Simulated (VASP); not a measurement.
Be$_{2}$C in VASP 6.6.1, single-point calculation

INCAR

```
PREC = Accurate
SIGMA = 0.02
ISMEAR = -1
NBANDS = 11
NELM = 120
LWAVE = .FALSE.
LCHARG = .FALSE.
GGA = PE
ISIF = 2
LREAL = .FALSE.
ALGO = All
EDIFF = 1E-7
NSW = 0
IBRION = -1
LASPH = .TRUE.
ENCUT = 520
MAXMIX = 10
```

KPOINTS

```
KPOINTS created by Atomic Simulation Environment
0
Gamma
10 10 10
0 0 0
```

POSCAR

```
C  Be
 1.0000000000000000
     0.0000000000000000    2.1496832103000001    2.1608126524000002
     2.1496832103000001    0.0000000000000000    2.1608126524000002
     2.1496832103000001    2.1496832103000001    0.0000000000000000
 C   Be
   1   2
Cartesian
  0.0000000000000000  0.0000000000000000  0.0000000000000000
  1.0748416051500000  1.0748416051500000  1.0804063262000001
  3.2245248154500001  3.2245248154500001  3.2412189785999996
```

The recommended PBE PAW datasets give the neutral cell 8 valence electrons.

Command

```
mpirun -np 1 vasp_std
```

Problem. How does this run end, and what does it give?

Solution. It converged. Results: gap between bands v and c on the k mesh 1.13 eV; least direct gap on the k mesh 4.12 eV; pressure 3.5 GPa. Band v is the last that the valence electrons fill when counted band by band, and c is the next.

OSZICAR

```
N       E                     dE             d eps       ncg     rms           ort
DAV:   1     0.256692470529E+01    0.25669E+01   -0.46922E+03  1122   0.728E+02
DAV:   2    -0.179078379506E+02   -0.20475E+02   -0.19538E+02  1122   0.121E+02
DAV:   3    -0.185714046224E+02   -0.66357E+00   -0.66034E+00  1122   0.166E+01
DAV:   4    -0.185748445737E+02   -0.34400E-02   -0.34393E-02  1122   0.138E+00
DAV:   5    -0.185748599543E+02   -0.15381E-04   -0.15380E-04  1122   0.826E-02
SDA:   6    -0.160874488809E+02    0.24874E+01   -0.15380E-04  1122   0.395E+01   0.000E+00
CGA:   7    -0.174051675273E+02   -0.13177E+01   -0.13010E+01  1122   0.723E-01   0.122E+00
CGA:   8    -0.174483106638E+02   -0.43143E-01   -0.43299E-01  1122   0.605E-02  -0.595E-03
CGA:   9    -0.174510957443E+02   -0.27851E-02   -0.27819E-02  1122   0.516E-03   0.148E-04
CGA:  10    -0.174513421216E+02   -0.24638E-03   -0.24685E-03  1122   0.398E-04  -0.224E-05
CGA:  11    -0.174513605678E+02   -0.18446E-04   -0.17887E-04  1122   0.333E-05   0.350E-05
CGA:  12    -0.174513626076E+02   -0.20398E-05   -0.20890E-05  1122   0.583E-06  -0.183E-06
CGA:  13    -0.174513629035E+02   -0.29590E-06   -0.30670E-06  1122   0.700E-07  -0.485E-07
CGA:  14    -0.174513629382E+02   -0.34667E-07   -0.37141E-07  1122   0.783E-08  -0.111E-07
   1 F= -.17451363E+02 E0= -.17451363E+02  d E =-.315238E-10
```

For comparison, a separate PBE run of the intended cell, on usual settings and not on those above, gives a gap of 1.13 eV on its mesh and a pressure of 3.5 GPa.
